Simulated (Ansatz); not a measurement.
A generator proposed this cell of CdF₂.

```
Cd F
1.0
     1.84455    1.06495    3.30802
    -1.84455    1.06495    3.30802
     0.00000   -2.12990    3.30802
Cd F
1 2
Direct
  0.00000 0.00000 0.00000
  0.17071 0.17071 0.17071
  0.82929 0.82929 0.82929
```

Theory: Ansatz 0.2.0, DFT PBE, scalar-relativistic, plane waves, PAW. Settings: cutoff 420 eV, Γ-centred mesh 6×6×6 on the computed 3-atom cell, Gaussian smearing of 0.10 eV; no spin polarisation.

Formation energies are uncorrected and refer to the elements' standard structures at the same level (F₂ as a molecule).

**Question.** How far from equilibrium is it?

**Answer.** The pressure is 67.7 GPa (the mean over three directions, positive in compression), the largest force is 10.20 eV/Å, and the energy is −0.39 eV/atom against the elements. The shortest distance is 1.69 Å.

**Question.** How much does it gain on relaxing, and where does it end?

**Answer.** Relaxing gains about 1.8 eV/atom in 13 ionic steps and ends at −2.177 eV/atom on the finer mesh. The symmetry goes from R-3m (No. 166) to Fm-3m (No. 225). The end has the fluorite type. The volume per atom grows by 5.6 %, from 13.0 to 13.7 Å³. The shortest distance goes from 1.69 Å (Cd–F) to 2.37 Å (Cd–F). Conventional cell: a = 5.481 Å. Cd has 8 F at 2.37 Å; F has 4 Cd at 2.37 Å and 6 F at 2.74 Å.

The last run used an 8×8×8 mesh for its 3-atom cell and Gaussian smearing of 0.02 eV. The relaxation can't lower the symmetry of the start. Symmetry constrained the relaxation, so the result can be a saddle point.
